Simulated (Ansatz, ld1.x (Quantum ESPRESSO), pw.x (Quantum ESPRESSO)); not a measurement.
**Equation-of-state test of one TM potential (Hf)**

hafnium (Hf), norm-conserving Troullier–Martins (Kleinman–Bylander form), made with ld1.x (Quantum ESPRESSO) 7.5 (PBE, scalar-relativistic). Core [Xe] 4f14, reference 5d2 6s2 6p0. Waves: 6p (bound, empty): rc 4.20 bohr; 5d (bound): rc 2.10 bohr; 6s (bound): rc 2.15 bohr. Local part: the s channel. Core correction: none.

Atomic tests: cutoffs needed: 25 Ry and 35 Ry (the cutoffs (Ry, on a coarse ladder) from which the occupation-weighted sum of valence levels, in a spherical-Bessel basis at the reference potential, stays within 10 and 1 mRy of its value at 400 Ry); ghost test: no extra level below or beside the all-electron valence levels (p, d, s, f tested) (spherical-Bessel basis up to 400 Ry, 20 bohr box); largest excitation error: +276 meV (all-electron minus pseudo) for 5d1 6s0 6p0, out of 7 test configurations.

Crystal test: bcc Hf in pw.x 7.5, no spin, 13³ k-points, Fermi–Dirac smearing 0.01 Ry, cutoffs 45/180 Ry. The reference is all-electron LAPW (Ansatz 0.2.0) with the same functional, mesh and smearing; V0 and B0 come from Birch–Murnaghan fits to the pressures at five volumes. Errors are pseudo minus all-electron; Δ is the rms difference of the E(V) curves that follow from these fits, minima aligned, over ±6 % about the mean V0. Mesh and smearing are coarse, so the numbers serve the comparison and aren't converged zero-temperature values; the lattice is a test structure that the element need not adopt.

```tsv
V (Å³/atom)	P all-electron (GPa)	P pseudo (GPa)
21.255	5.72	8.29
21.815	2.83	5.31
22.374	0.21	2.62
22.933	-2.14	0.19
23.493	-4.26	-2.01
```

All-electron: a0 = 3.553 Å (V0 = 22.42 Å³/atom), B0 = 98.4 GPa.

Pseudopotential: mean pressure error (GPa): +2.41; a0 (Å): 3.582; a0 error (%): +0.82; B0 error (%): -4.2; Δ (meV/atom): 11.7. The largest radius (4.20 bohr) exceeds half the bond length (2.90 bohr), so the spheres overlap, which is one possible source of error among others. This is a poor potential for the solid. The logarithmic derivative shows an extra or strongly shifted pseudo pole above the reference energy (s near 1.34 Ry).

Q: At the middle volume, how do free energy and pressure move when the wave cutoff is lowered (ecutrho kept at four times it)?

A:

```csv
cutoff (Ry),shift of F (meV/atom),shift of P (GPa)
20,+295.1,-6.80
27,+24.8,-0.98
36,+4.3,+0.16
```

The 8 pw.x runs together took about 32 s on one core of a shared server CPU.
